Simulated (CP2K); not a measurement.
Rh in CP2K: the effect of functional

Crystal: Rh.

```xyz
1
Lattice="2.6840 0.0000 0.0000 1.3420 2.3244 0.0000 1.3420 0.7748 2.1914" Properties=species:S:1:pos:R:3 pbc="T T T"
Rh    0.0000    0.0000    0.0000
```

Alike in all runs:

```yaml
Program: CP2K 2026.2
Task: band structure
Potentials_or_basis: POTENTIAL_UZH Rh GTH-PBE-q17; TZVP-MOLOPT-PBE-GTH basis
Density_cutoff: 9184 eV
k_mesh: 12 × 12 × 12
Occupations: fermi-dirac, width 0.05 eV
Spin: no spin polarisation
```

One run gave: pressure -1.2 GPa. Which functional did it use?
A. PBE
B. vdW-DF2
C. revPBE
D. PBEsol
E. r2SCAN

D.

```csv
functional,pressure (GPa)
PBE,9.7
LDA,-7.0
PBEsol,-1.2
vdW-DF2,33.1
WC,1.1
revPBE,12.9
r2SCAN,2.4
```

Caveats: the basis of atomic orbitals isn't converged, which shifts pressures, moduli and gaps; the potentials were made for another functional, which shifts forces and pressure (some runs); a pressure of tens of GPa on the cell as given is suspect, and the run, the potentials or the cell itself is likely at fault (some runs).

Not every run made on this cell is shown here.
